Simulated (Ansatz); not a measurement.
# PbSe: the cost of one run

Program: Ansatz 0.2.0. Level of theory: DFT PBE+D3(BJ), scalar-relativistic, plane waves, PAW. These are calculated values, not measurements.

71 further runs of the same task are left out: 71 set aside as unsound or not needed.

### Step 1. Starting point

It takes space group Fm-3m (No. 225, cubic). The conventional cell has a = 6.134 Å, b = 6.134 Å, c = 6.134 Å, α = 90.00°, β = 90.00°, γ = 90.00°. Pb (site symmetry m-3m) has 6 Se at 3.07 Å as nearest neighbours. Se (site symmetry m-3m) is surrounded by 6 Pb at 3.07 Å.

Coordinates:

```
CELL_PARAMETERS angstrom
0.00000 3.06709 3.06709
3.06709 0.00000 3.06709
3.06709 3.06709 0.00000
ATOMIC_POSITIONS crystal
Pb 0.00000 0.00000 0.00000
Se 0.50000 0.50000 0.50000
```

It is the result of an earlier relaxation at this level (volume 28.85 Å³/atom; gap on the mesh: 0.31 eV).

### Step 2. Plan of the line

The energy is mapped over volume and the cell's shape.

First coordinate, volume per atom: 11 values from 25.39 to 32.31 Å³. Second coordinate, c/a of the conventional cell: 11 values from 0.923 to 1.083.

Nothing else is relaxed (symmetry fixes all fractional coordinates). Energies count from the relaxed crystal. Points are written as (first, second).

### Step 3. Point (28.16 Å³, 0.923)

Contents of input.yaml:

```yaml
crystal:
  lattice:
    - [0.0, 3.1247143112, 2.8841113092]
    - [3.1247143112, 0.0, 2.8841113092]
    - [3.1247143112, 3.1247143112, 0.0]
  atoms:
    - { symbol: Pb, position: [0.0, 0.0, 0.0] }
    - { symbol: Se, position: [0.5, 0.5, 0.5] }
basis:
  ecutwfc: 420
kpoints:
  mp_grid: { grid: [10, 10, 10] }
hamiltonian:
  xc: pbe
  dispersion: d3bj
scf:
  occupations: { method: gaussian, width: 0.03 }
output:
  forces: true
  stress: true
  eigenvalues: true
```

Command:

```bash
ansatz run input.yaml --threads 1 --pin off --max-ram 2048MiB --backend cpu --events-out ev --progress --plain --runs-dir out
```

Q: Estimate wall time and peak memory on 1 thread of Intel Xeon Platinum 8559C (Emerald Rapids), shared host.

About 3.2 s, with a peak of 0.52 GiB.
